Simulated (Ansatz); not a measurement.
## Au: how the energy converges with the cutoff

Au, P-1, a = 2.905 Å, b = 2.945 Å, c = 4.969 Å, α, β, γ = 89.9°, 91.4°, 122.9°. Ansatz: PBE, PAW, cutoff varied, Γ-centred 12×12×6 mesh on 2 atoms, Gaussian smearing 0.10 eV; no spin polarisation. Single points at one geometry with displaced atoms, the cutoff alone changed; ΔE is the energy at zero smearing over the run at 600 eV. The runs up to 350 eV lie under the cutoff recommended for these PAW datasets.

```
cutoff (eV)  ΔE (meV/atom)
        200        9588.33
        250        1216.35
        300         107.91
        350              ?
        420           1.34
```

Q: Assume ΔE falls exponentially with the cutoff, fit y = ln ΔE against x, the cutoff in eV, to the other rows, and predict the missing value.

A: y = 9.168, 7.104, 4.681, 0.293. Means x = 292.5, y = 5.3115; Σ(Δx)² = 26675, ΣΔxΔy = -1077; the slope is their ratio. y = 17.13 − 0.04039 x, a factor of ten per 57 eV. At 350 eV this gives ΔE = 19.96 meV/atom. The run gave 6.28, a ratio of 3.18. Between neighbouring rows the decay runs from a factor of ten per 40 eV to one per 104 eV, so one exponential is only a rough guide. The fast fall gives way to a slow tail.

This form isn't the element's structure at ambient conditions.